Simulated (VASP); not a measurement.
Set up this calculation in VASP 6.6.1, as the native input.

- Task: single point
- Functional: PBE
- Potentials or basis: VASP PAW PBE potentials, release 64 (Mg, Se)
- Cutoff: 520 eV
- k mesh: 5 × 5 × 5
- Occupations: gaussian, width 0.01 eV
- Spin: no spin polarisation
- Dipole correction: no
- Further INCAR settings: ALGO = Normal; EDIFF = 1e-07; NBANDS = 11

The structure of MgSe lies in POSCAR:

```
MgSe
1.0
    0.0000000000      2.7255000000      2.7255000000
    2.7255000000      0.0000000000      2.7255000000
    2.7255000000      2.7255000000      0.0000000000
Mg Se
1 1
Direct
    0.0000000000      0.0000000000      0.0000000000
    0.5000000000      0.5000000000      0.5000000000
```

One way to write it, as run:

INCAR

```
PREC = Accurate
ENCUT = 520
EDIFF = 1E-7
ISMEAR = 0
SIGMA = 0.01
LREAL = F
LASPH = T
NELM = 100
ALGO = Normal
ISIF = 2
LWAVE = F
LCHARG = F
GGA = PE
NBANDS = 11
```

KPOINTS

```
regular mesh
0
Gamma
  5 5 5
```

Potentials or basis: VASP PAW PBE potentials, release 64 (Mg, Se).

Run with:

```console
$ cat potpaw_PBE.64/Mg/POTCAR potpaw_PBE.64/Se/POTCAR > POTCAR
$ mpirun -np 1 vasp_std > vasp.out
```

It gave:

```yaml
Pressure: 2.0 GPa
Band_gap_on_the_k_mesh: 2.20 eV, indirect (least direct gap 2.59 eV)
```

Caveat: an odd mesh through Γ misses points on the zone boundary, where band edges often lie.

Run time: 6 s on 1 thread of Intel(R) Xeon(R) Platinum 8488C (Sapphire Rapids) (shared host), peak memory 0.16 GiB.
